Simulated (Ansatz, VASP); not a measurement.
## Two plane-wave programs on Al2O3 (Corundum)

```
CELL_PARAMETERS angstrom
2.38025 1.37424 4.33187
-2.38025 1.37424 4.33187
0.00000 -2.74848 4.33187
ATOMIC_POSITIONS crystal
Al 0.85216 0.85216 0.85216
Al 0.64784 0.64784 0.64784
Al 0.14784 0.14784 0.14784
Al 0.35216 0.35216 0.35216
O 0.05668 0.75000 0.44332
O 0.75000 0.44332 0.05668
O 0.44332 0.05668 0.75000
O 0.94332 0.25000 0.55668
O 0.25000 0.55668 0.94332
O 0.55668 0.94332 0.25000
```

Alike in both runs: task relaxation of cell and atoms; functional BLYP; k mesh 7 × 7 × 7; occupations fermi-dirac, width 0.05 eV; no spin polarisation.

```csv
,VASP,Ansatz
version,VASP 6.6.1,Ansatz 0.2.0
potentials or method,"VASP PAW PBE potentials, release 64 (Al, O)",Ansatz PAW
plane-wave cutoff (eV),600,420
valence electrons in the cell,48,48
```

Ansatz gave:

```
gap on the k mesh at the Fermi level, each at its own relaxed structure (eV) : 5.89
relaxed volume (Å³/atom)                                                     : 8.90
relaxed cell length with the largest relative difference (Å)                 : 5.211
energy change over the relaxation (meV/atom)                                 : -14
```

Task: What did VASP give for the same quantities?

Result: gap on the k mesh at the Fermi level, each at its own relaxed structure (eV): 5.88; relaxed volume (Å³/atom): 8.92; relaxed cell length with the largest relative difference (Å): 5.214; energy change over the relaxation (meV/atom): -14.

Caveats: the PAW data sets were made with another functional, which shifts forces and pressure a little (VASP); an odd mesh through Γ misses points on the zone boundary, where band edges often lie (VASP); odd divisions of the mesh miss points on the zone boundary, where band edges often lie, so the gap on the mesh can be too wide (Ansatz); the plane-wave basis is chosen anew once the cell has moved, so the energies of steps on either side of that aren't comparable (Ansatz); the pressure holds a Pulay correction of +1.0 GPa for the finite cutoff (Ansatz); the PAW data sets come from PBE, with cores solved anew for the run's functional, which leaves a small shift of forces and pressure (Ansatz). BLYP gives volumes clearly too large for solids.
